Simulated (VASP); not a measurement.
Ni, 1 atom in the cell. Symmetry: Fm-3m, No. 225, cubic system. The conventional cell has a = 3.553 Å, b = 3.553 Å, c = 3.553 Å, α = 90.00°, β = 90.00°, γ = 90.00°. Ni (site symmetry m-3m) is surrounded by 12 Ni at 2.51 Å.  The cell isn't the ideal one: a relaxed cell with its volume scaled by 1.03.

```yaml
Program: VASP 6.6.1
Task: single point
Functional: PBE
Potentials_or_basis: VASP PAW PBE potentials, release 64 (Ni)
Cutoff: 520 eV
k_mesh: 20 × 20 × 20
Occupations: methfessel-paxton, width 0.2 eV
Spin: collinear spin, ferromagnetic start
Starting_moments: "[0.8] μB"
Further_INCAR_settings: ALGO = Fast; EDIFF = 1e-07
```

Potentials or basis: VASP PAW PBE potentials, release 64 (Ni).

Command:

```bash
$ cat potpaw_PBE.64/Ni/POTCAR > POTCAR
$ mpirun -np 1 vasp_std > vasp.out
```

Hardware: 1 thread of Intel(R) Xeon(R) Platinum 8259CL CPU @ 2.50GHz (Skylake/Cascade Lake), on a shared host.

**Question.** How long does it take, and how much memory?

**Answer.** Wall time 52 s on 1 thread of Intel(R) Xeon(R) Platinum 8259CL CPU @ 2.50GHz (Skylake/Cascade Lake) (shared host), peak memory 0.17 GiB. Counts: scf iterations 14, k points 256.
